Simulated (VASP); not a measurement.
## From an Ansatz input to VASP: CdS (strained zincblende)

Ansatz input

```yaml
crystal:
  lattice:
    - [0.0, 2.8216462493, 3.1054065889]
    - [2.8216462493, 0.0, 3.1054065889]
    - [2.8216462493, 2.8216462493, 0.0]
  atoms:
    - { symbol: Cd, position: [0.0, 0.0, 0.0] }
    - { symbol: S, position: [0.25, 0.25, 0.25] }
kpoints:
  mp_grid: { grid: [8, 8, 8] }
  band_path:
    path:
      - [0.0, 0.0, 0.0]
      - [-0.5, -0.5, 0.0]
      - [-0.375, -0.375, 0.25]
      - [-0.375, 0.0, 0.375]
      - [0.0, 0.0, 0.5]
      - [-0.5, -0.25, 0.25]
    npoints: 1
hamiltonian:
  xc: r2scan
scf:
  occupations: { method: fixed }
  n_extra_bands: 4
output:
  forces: true
  stress: true
  eigenvalues: true
  write_density: true
  write_potential: true
  elf: true
  volumetric_format: npy
```

Q: Which VASP files do the same job?

A: 

INCAR

```
PREC = Accurate
METAGGA = R2SCAN
NELM = 120
NSW = 0
LASPH = .TRUE.
ALGO = Normal
ENCUT = 520
IBRION = -1
LELF = .TRUE.
LWAVE = .FALSE.
ISIF = 2
EDIFF = 1E-7
ISMEAR = 0
SIGMA = 0.01
LREAL = .FALSE.
NBANDS = 16
LCHARG = .TRUE.
```

KPOINTS

```
KPOINTS created by Atomic Simulation Environment
0
Gamma
8 8 8
0 0 0
```

KPOINTS_OPT

```
special points
6
Reciprocal
0.0000000000 0.0000000000 0.0000000000 1
-0.5000000000 -0.5000000000 0.0000000000 1
-0.3750000000 -0.3750000000 0.2500000000 1
-0.3750000000 0.0000000000 0.3750000000 1
0.0000000000 0.0000000000 0.5000000000 1
-0.5000000000 -0.2500000000 0.2500000000 1
```

POSCAR

```
Cd S
 1.0000000000000000
     0.0000000000000000    2.8216462493000001    3.1054065889000002
     2.8216462493000001    0.0000000000000000    3.1054065889000002
     2.8216462493000001    2.8216462493000001    0.0000000000000000
 Cd  S
   1   1
Cartesian
  0.0000000000000000  0.0000000000000000  0.0000000000000000
  1.4108231246499998  1.4108231246499998  1.5527032944500001
```

VASP ran with the recommended PBE PAW datasets (18 valence electrons in the cell). Other inputs would serve too.

```
                            Ansatz     VASP
gap between bands v and c  1.47 eV  1.47 eV
         least direct gap  1.47 eV  1.47 eV
                 pressure  1.4 GPa  1.7 GPa
```

The two codes use different PAW datasets and cutoffs. VASP's cell holds 18 valence electrons and Ansatz's 26. Ansatz's stress includes a Pulay correction; VASP's doesn't.
